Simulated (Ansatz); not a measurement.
**WS$_{2}$: random displacements**

All numbers below come from DFT PBEsol, scalar-relativistic, plane waves, PAW in Ansatz 0.2.0. Settings: plane waves to 420 eV, k-mesh 12×12×2 (Γ-centred), Gaussian smearing 0.05 eV. Spin–orbit coupling is left out, which matters for the heavy elements here. No spin polarisation. Energies are free energies at this smearing, counted from the undisturbed cell; pressure is positive in compression.

The undisturbed cell (relaxed at this level; this form isn't the usual structure):

```
W S
1.0
     3.14578    0.00000    0.00000
    -1.57289    2.72432    0.00000
     0.00000    0.00000   16.95342
W S
1 2
Direct
  0.33333 0.66667 0.00000
  0.66667 0.33333 0.90758
  0.66667 0.33333 0.09242
```

The cell holds layers and no dispersion correction was added, so their binding is poorly described.

After a displacement of all atoms with no net shift, the run gives ΔE = 454.3 meV/atom; stress (xx, yy, zz, yz, xz, xy; compression positive) (-1.36, 4.63, 2.86, -10.12, 0.25, -0.16) GPa; gap on the mesh 1.33 eV.

```csv
atom,Fx (eV/Å),Fy,Fz
W1,-0.352,-5.728,7.144
S2,0.123,6.013,-4.730
S3,0.229,-0.285,-2.414
```

(1) Which displacements (Å, in the unstrained cell) and strain were applied?

Answers

(1)
```tsv
atom	ux	uy	uz
W1	0.01	0.10	-0.10
S2	0.00	-0.24	0.02
S3	-0.01	0.14	0.08
```
The cell is not strained.

Cost: 1 run of about 0.57 core-minutes, on Arm Neoverse V1 (shared hosts).